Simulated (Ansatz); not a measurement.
Rutile GeO2

The numbers are results of PBE-D3(BJ) (plane waves, PAW; Ansatz, a first-principles code), not measurements.

Settings: plane-wave cutoff 500 eV, 8×8×10 k mesh (along the axes of the cell as run), gaussian smearing 0.02 eV, scalar-relativistic PAW data made under PBE.

Cell (relaxed at this level):

```yaml
crystal:
  lattice:
    - [4.45332, 0.00000, 0.00000]
    - [0.00000, 4.45332, 0.00000]
    - [0.00000, 0.00000, 2.89879]
  atoms:
    - { symbol: Ge, position: [0.00000, 0.00000, 0.00000] }
    - { symbol: Ge, position: [0.50000, 0.50000, 0.50000] }
    - { symbol: O, position: [0.30643, 0.30643, 0.00000] }
    - { symbol: O, position: [0.80643, 0.19357, 0.50000] }
    - { symbol: O, position: [0.19357, 0.80643, 0.50000] }
    - { symbol: O, position: [0.69357, 0.69357, 0.00000] }
```

```
Property                        Value
--------  ---------------------------
band gap  1.41 eV (on the SCF k mesh)
```

Measured, for comparison: band gap 4.68 eV (temperature not stated, no zero-point or thermal correction, direct (forbidden), UV absorption; as tabulated in Mengle et al. (2019), arXiv:1905.10301).

Spin–orbit coupling is not included.

The computed numbers hold no vibrational or temperature effects.
